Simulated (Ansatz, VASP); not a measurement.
# MnS in VASP and in Ansatz

```
Mn S
1.0
     0.00000    2.37686    2.37686
     2.37686    0.00000    2.37686
     2.37686    2.37686    0.00000
Mn S
1 1
Direct
  0.00000 0.00000 0.00000
  0.50000 0.50000 0.50000
```

Alike in both runs: task single point; functional PBE; k mesh 12 × 12 × 12; occupations gaussian, width 0.05 eV; no spin polarisation.

|  | VASP | Ansatz |
| --- | --- | --- |
| version | VASP 6.6.1 | Ansatz 0.2.0 |
| potentials or method | VASP PAW PBE potentials, release 64 (Mn_pv, S) | scalar-relativistic, plane waves, PAW |
| plane-wave cutoff (eV) | 520 | 420 |
| valence electrons in the cell | 19 | 21 |

VASP gave:

- gap on the k mesh at the Fermi level (eV): none
- pressure (GPa): -5.5

Q: Which values does Ansatz return?

A: gap on the k mesh at the Fermi level (eV): none; pressure (GPa): -5.6.

A gap of «none» marks a metal or a gap that the smearing closes. The two sets of potentials don't hold the same shells in valence.

Caveats: the run has no spin polarisation, though such a crystal can be magnetic; semilocal functionals often make such compounds metallic where correlation or magnetic order opens a gap, which also shifts bond lengths. Spin polarisation is off, so any magnetic state and its effect on volume and gap are missing.
